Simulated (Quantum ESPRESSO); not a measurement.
Crystal: BAs.

```
B As
1.0
     2.12755    0.00000    0.00000
     0.00000    3.17406    0.00000
     0.00000    0.00000    4.95098
B As
1 1
Direct
  0.00000 0.50000 0.00000
  0.50000 0.50000 0.50000
```

The cell was built by a generator and needn't be a form met in nature.

| Item | Value |
| --- | --- |
| Program | Quantum ESPRESSO 7.5 |
| Task | relaxation of cell and atoms |
| Functional | BLYP |
| Dispersion | D3M |
| Potentials or basis | PseudoDojo 0.4 SR PBE stringent |
| Cutoff | 1415 eV |
| Density cutoff | 5660 eV |
| k mesh | 7 × 4 × 3 |
| Occupations | fermi-dirac, width 0.05 eV |
| Spin | no spin polarisation |

At the start: pressure 5.7 GPa; volume 16.72 Å³/atom.

Problem. Where does the relaxation end?

Solution. Over 13 steps the energy falls by 541.6 meV/atom and the volume is 15.18 Å³/atom (-9.2 %); space group Pmmm (No. 47, to 0.05 Å).

Step by step:
```
step  energy change (eV)  largest force (eV/Å)  pressure (GPa)  volume (Å³)
   1              0.0000                0.0000            5.74        33.43
   2             -0.0822                0.0000            3.16        33.87
   3             -0.5522                0.0000           -6.72        35.98
   4             -0.6909                0.0000          -10.13        37.17
   5             -0.7400                0.0000          -10.23        36.41
   6             -0.9971                0.0000            2.57        28.19
   7             -0.9902                0.0000            5.39        28.30
   8             -1.0751                0.0000            0.40        30.49
   9             -1.0778                0.0000           -0.53        30.60
  10             -1.0760                0.0000            2.41        30.06
  11             -1.0830                0.0000           -0.51        30.45
  12             -1.0831                0.0000           -0.09        30.38
  13             -1.0832                0.0000            0.02        30.36
```

Final structure:
```cif
data_structure
_symmetry_space_group_name_H-M 'P 1'
_symmetry_Int_Tables_number 1
_cell_length_a 2.5084
_cell_length_b 2.4742
_cell_length_c 4.8913
_cell_angle_alpha 90.000
_cell_angle_beta 90.000
_cell_angle_gamma 90.000
_cell_volume 30.36
loop_
_atom_site_label
_atom_site_type_symbol
_atom_site_fract_x
_atom_site_fract_y
_atom_site_fract_z
_atom_site_occupancy
B1 B 0.00000 0.50000 0.00000 1
As1 As 0.50000 0.50000 0.50000 1
```

Caveat: the k mesh is coarse (spacing up to 0.49 Å⁻¹), so the values aren't converged; the potentials were made for another functional, which shifts forces and pressure.
